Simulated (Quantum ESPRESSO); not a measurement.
A run of Quantum ESPRESSO 7.5 is set up as follows.

pw.in

```
&CONTROL
  calculation = 'scf'
  prefix = 'pwscf'
  outdir = './tmp'
  pseudo_dir = './pseudo'
  tprnfor = .true.
  tstress = .true.
  disk_io = 'low'
/
&SYSTEM
  ibrav = 0
  celldm(1) = 8
  nat = 4
  ntyp = 2
  ecutwfc = 68
  ecutrho = 544
  nbnd = 28
  occupations = 'smearing'
  smearing = 'fd'
  degauss = 0.00367493
/
&ELECTRONS
  conv_thr = 8d-10
  electron_maxstep = 120
  mixing_beta = 0.5
/
ATOMIC_SPECIES
Sn   118.7100 sn_pbesol_v1.4.uspp.F.UPF
O     15.9990 o_pbesol_v1.2.uspp.F.UPF
CELL_PARAMETERS alat
  0.9008549360743   0.0000000000000   0.0000000000000
  0.0000000000000   0.9008549360743   0.0000000000000
  0.0000000000000   0.0000000000000   1.1543659664739
ATOMIC_POSITIONS crystal
Sn     0.5000000000    0.0000000000    0.7646261400
Sn     0.0000000000    0.5000000000    0.2353738600
O      0.0000000000    0.0000000000    0.0000000000
O      0.5000000000    0.5000000000    0.0000000000
K_POINTS automatic
7 7 6 0 0 0
```

The input bands.in:

```
&CONTROL
  calculation = 'bands'
  prefix = 'pwscf'
  outdir = './tmp'
  pseudo_dir = './pseudo'
  disk_io = 'low'
  verbosity = 'high'
/
&SYSTEM
  ibrav = 0
  celldm(1) = 8
  nat = 4
  ntyp = 2
  ecutwfc = 68
  ecutrho = 544
  nbnd = 28
  occupations = 'smearing'
  smearing = 'fd'
  degauss = 0.00367493
/
&ELECTRONS
  conv_thr = 1d-08
  electron_maxstep = 120
  mixing_beta = 0.5
  diago_full_acc = .true.
  startingwfc = 'random'
/
ATOMIC_SPECIES
Sn   118.7100 sn_pbesol_v1.4.uspp.F.UPF
O     15.9990 o_pbesol_v1.2.uspp.F.UPF
CELL_PARAMETERS alat
  0.9008549360743   0.0000000000000   0.0000000000000
  0.0000000000000   0.9008549360743   0.0000000000000
  0.0000000000000   0.0000000000000   1.1543659664739
ATOMIC_POSITIONS crystal
Sn     0.5000000000    0.0000000000    0.7646261400
Sn     0.0000000000    0.5000000000    0.2353738600
O      0.0000000000    0.0000000000    0.0000000000
O      0.5000000000    0.5000000000    0.0000000000
K_POINTS crystal
60
 0.0000000000  0.0000000000  0.0000000000 1
 0.0000000000  0.0833333333  0.0000000000 1
 0.0000000000  0.1666666667  0.0000000000 1
 0.0000000000  0.2500000000  0.0000000000 1
 0.0000000000  0.3333333333  0.0000000000 1
 0.0000000000  0.4166666667  0.0000000000 1
 0.0000000000  0.5000000000  0.0000000000 1
 0.0833333333  0.5000000000  0.0000000000 1
 0.1666666667  0.5000000000  0.0000000000 1
 0.2500000000  0.5000000000  0.0000000000 1
 0.3333333333  0.5000000000  0.0000000000 1
 0.4166666667  0.5000000000  0.0000000000 1
 0.5000000000  0.5000000000  0.0000000000 1
 0.4375000000  0.4375000000  0.0000000000 1
 0.3750000000  0.3750000000  0.0000000000 1
 0.3125000000  0.3125000000  0.0000000000 1
 0.2500000000  0.2500000000  0.0000000000 1
 0.1875000000  0.1875000000  0.0000000000 1
 0.1250000000  0.1250000000  0.0000000000 1
 0.0625000000  0.0625000000  0.0000000000 1
 0.0000000000  0.0000000000  0.0000000000 1
 0.0000000000  0.0000000000  0.1250000000 1
 0.0000000000  0.0000000000  0.2500000000 1
 0.0000000000  0.0000000000  0.3750000000 1
 0.0000000000  0.0000000000  0.5000000000 1
 0.0000000000  0.0833333333  0.5000000000 1
 0.0000000000  0.1666666667  0.5000000000 1
 0.0000000000  0.2500000000  0.5000000000 1
 0.0000000000  0.3333333333  0.5000000000 1
 0.0000000000  0.4166666667  0.5000000000 1
 0.0000000000  0.5000000000  0.5000000000 1
 0.0714285714  0.5000000000  0.5000000000 1
 0.1428571429  0.5000000000  0.5000000000 1
 0.2142857143  0.5000000000  0.5000000000 1
 0.2857142857  0.5000000000  0.5000000000 1
 0.3571428571  0.5000000000  0.5000000000 1
 0.4285714286  0.5000000000  0.5000000000 1
 0.5000000000  0.5000000000  0.5000000000 1
 0.4500000000  0.4500000000  0.5000000000 1
 0.4000000000  0.4000000000  0.5000000000 1
 0.3500000000  0.3500000000  0.5000000000 1
 0.3000000000  0.3000000000  0.5000000000 1
 0.2500000000  0.2500000000  0.5000000000 1
 0.2000000000  0.2000000000  0.5000000000 1
 0.1500000000  0.1500000000  0.5000000000 1
 0.1000000000  0.1000000000  0.5000000000 1
 0.0500000000  0.0500000000  0.5000000000 1
 0.0000000000  0.0000000000  0.5000000000 1
 0.0000000000  0.5000000000  0.0000000000 1
 0.0000000000  0.5000000000  0.1000000000 1
 0.0000000000  0.5000000000  0.2000000000 1
 0.0000000000  0.5000000000  0.3000000000 1
 0.0000000000  0.5000000000  0.4000000000 1
 0.0000000000  0.5000000000  0.5000000000 1
 0.5000000000  0.5000000000  0.0000000000 1
 0.5000000000  0.5000000000  0.1000000000 1
 0.5000000000  0.5000000000  0.2000000000 1
 0.5000000000  0.5000000000  0.3000000000 1
 0.5000000000  0.5000000000  0.4000000000 1
 0.5000000000  0.5000000000  0.5000000000 1
```

Potentials or basis: GBRV 1.5 PBEsol.

Command:

```console
$ OMP_NUM_THREADS=1 mpirun -n 2 pw.x -nk 2 -in pw.in > pw.out
$ OMP_NUM_THREADS=1 mpirun -n 2 pw.x -nk 2 -in bands.in > bands.out
```

(1) Estimate the band gap on the k mesh.

(2) Estimate the largest force.

(3) What does it give for the band gap along the path?

## Answers

(1) 0.37 eV, indirect (least direct gap 1.98 eV).

(2) 0.112 eV/Å.

(3) 0.13 eV, indirect (least direct gap 1.95 eV).

Caveat: spin-orbit coupling is left out, which moves the levels of the heavy elements; the mesh misses the band edges, which the band path finds closer together.
